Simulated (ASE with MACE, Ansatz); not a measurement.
# Adsorption of TiCl4 on Ru(0001): energy and structure

How much energy does the adsorption of TiCl4 on Ru(0001) release or cost, and how far does that hang on the level of theory?

Calculated with Ansatz 0.2.0: Kohn-Sham DFT, PBE+D3(BJ), PAW (set soft_2), plane waves; cutoff 420 eV, fermi-dirac smearing of 0.1 eV (for the slabs). Every cell is relaxed with this functional, then solved at fixed geometry with r2SCAN+D4 and PBE. Cutoffs: 420 eV for PBE+D3(BJ) and PBE; 500 eV for r2SCAN+D4.

**The cells**

The cell holds 36 atoms: 36 Ru. Cell: a = 8.160 Å, b = 8.160 Å, c = 22.435 Å, α = 90.0°, β = 90.0°, γ = 60.0°. It derives from Ru (Ru(0001)). The starting structure: Hcp Ru(0001), 3 x 3 cells, four layers (lattice constants typed as starting values near PBE's), about 15 Å of vacuum, lower atoms held. Vacuum lies along c. 18 atoms are held.

- TiCl4 on Ru(0001): one whole molecule of TiCl4 lowered over a top site, eased by MACE.

Molecules sit alone in boxes of 14 to 15 Å, at Γ at every level, with a smearing of 0.01 eV.

The input of the single point on the relaxed bare surface:

```yaml
crystal:
  lattice:
    - [8.16, 0.0, 0.0]
    - [4.08, 7.06677, 0.0]
    - [0.0, 0.0, 22.435]
  atoms:
    - { symbol: Ru, position: [0.88889, 0.22222, 0.04457] }
    - { symbol: Ru, position: [0.22222, 0.22222, 0.04457] }
    - { symbol: Ru, position: [0.55556, 0.22222, 0.04457] }
    - { symbol: Ru, position: [0.88889, 0.55556, 0.04457] }
    [... 30 atom lines left out ...]
    - { symbol: Ru, position: [0.33333, 0.66667, 0.32649] }
    - { symbol: Ru, position: [0.66667, 0.66667, 0.32649] }
kpoints:
  mp_grid: { grid: [3, 3, 1] }
hamiltonian:
  xc: pbe
  dispersion: d3bj
scf:
  occupations: { method: fermi_dirac, width: 0.1 }
output:
  forces: true
  populations: true
  dos:
    method: { smearing: { sigma: 0.08 } }
    de: 0.1
    projected:
      site_lists:
        Ru: [Ru]
        slab: [... 36 sites ...]
  eigenvalues: true
  write_density: true
  write_potential: true
  volumetric_format: npy
```

| cell | formula | k-mesh | relaxation steps | gain on relaxing (eV) | free energy, PBE+D3(BJ) (eV) | time of its runs on this page |
| --- | --- | --- | --- | --- | --- | --- |
| Ru(0001) | Ru36 | 3×3×1 | 4 | 0.22 | -211630.513 | 30 s |
| TiCl4 on Ru(0001) | TiRu36Cl4 | 3×3×1 | 4 | 0.37 | -218458.972 | 47 s |
| TiCl4 | TiCl4 | 1×1×1 | 3 | 0.03 | -6825.915 | 31 s |

**Reaction energies**

Products less reactants, from the free energies above and their like at the other levels, in eV; negative values release energy:

```
             change  PBE+D3(BJ)  r2SCAN+D4    PBE
adsorption of TiCl4       -2.54      -2.14  -1.11
```

Worked for the first row at PBE+D3(BJ): (-218458.972) − (-211630.513) − (-6825.915) = -2.544 eV (from unrounded energies).

**What the relaxations did**

Bonds are pairs closer than 1.18 times the sum of covalent radii; a bond counts as made or broken only if it crosses from under that bound to over 1.3 times, or back. All concern the added atoms.

| cell | bonds to the surface at the end | nearest contact (Å) | made in DFT | broken in DFT | largest move (Å) |
| --- | --- | --- | --- | --- | --- |
| TiCl4 on Ru(0001) | 3 Cl–Ru and 1 Ru–Ti | Ti–Ru 2.41 | none | none | 0.13 |

**Findings**

The change releases 2.54 eV at PBE+D3(BJ). The molecule stays whole and bonds to the surface (its most stretched bond, Cl–Ti, goes from 2.18 Å in the gas to 2.38 Å). At the same geometries the levels give -2.54 (PBE+D3(BJ)) to -1.11 eV (PBE) and the D3 term supplies -1.44 eV of it.

Limits: These are static energies with no barriers, zero-point energy or heat. Where a gas molecule is taken up, its entropy is lost, which at room temperature and above is worth several tenths of an eV to over 1 eV a molecule and isn't counted. All slabs, the starting one too, were first eased by a machine-learned potential, and one starting arrangement a cell was relaxed; others may lie lower. Only one face is changed, and the cells carry no dipole correction. Levels with D3 or D4 differ in the size of their dispersion terms as well as in the functional. Pairwise D3 takes no account of screening in a metal. In some runs the program notes that positions were snapped to a detected symmetry and the exchange-correlation potential is rough where the density is thin.

[Logs are printed without paths, hosts, clocks, repeated set-up lines and the standing remarks that a program may print on its own settings, such as how far it seeks lower states.]

[Hosts, paths, dates, database ids (printed as entryN), source tags and the programs' standing remarks are cut or masked in the printed files.]
